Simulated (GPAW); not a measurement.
Runs of GPAW 26.7.0 on ZrH2. The structure is cubic, space group Fm-3m (No. 225). Conventional cell: a = 4.818 Å, b = 4.818 Å, c = 4.818 Å, α = 90.00°, β = 90.00°, γ = 90.00°. Around Zr (site symmetry m-3m) lie 8 H at 2.09 Å. Around H (site symmetry -43m) lie 4 Zr at 2.09 Å. The cell is a database's computed one.

| task | level | potentials or basis | k mesh | cutoff (eV) | smearing | maxiter | convergence | fermi k mesh | mesh quality | gap on the mesh (eV) | pressure (GPa) |
| --- | --- | --- | --- | --- | --- | --- | --- | --- | --- | --- | --- |
| single point | LDA | the program's PAW data sets (release 1.2.1) made for this functional, pw | 8 × 8 × 8 | 450 | fermi-dirac 0.05 eV | 120 | default | - | not flagged | none | -8.9 |
| Fermi surface | PBEsol+D3(BJ) | PAW data sets generated in the run's folder for this functional, pw | 5 × 5 × 5 | 510 | fermi-dirac 0.01 eV | 150 | - | 8 × 8 × 8 | coarse | none | -10.0 |
| electron localisation function | PBEsol | PAW data sets generated in the run's folder for this functional, pw | 5 × 5 × 5 | 510 | fermi-dirac 0.01 eV | 150 | - | - | coarse | none | (a) |
| single point | r2SCAN | GPAW PAW data sets (gpaw-data 1.2.1), pw | 8 × 8 × 8 | 500 | fermi-dirac 0.05 eV | 120 | default | - | not flagged | none | (b) |
| single point | PBEsol | PAW data sets generated in the run's folder for this functional, pw | 8 × 8 × 8 | 450 | fermi-dirac 0.05 eV | 120 | default | - | not flagged | none | -6.4 |

Alike in all rows: no spin polarisation; cell as given.

Q: Fill in the values left out.

A: (a) -5.9; (b) -2.6.

Caveats: some runs use coarse meshes; the cutoff is short for stress and forces, so pressures can be off by a GPa or more; pairwise dispersion overbinds metals, which lowers pressure and volume (some runs); the PAW data sets were made with another functional, which shifts forces and pressure a little (some runs).

A k mesh can miss the band edges, and the runs leave out spin-orbit coupling on Zr.

A gap of «none» marks a metal or a gap under the smearing width.

Not every run made on this cell is shown here.
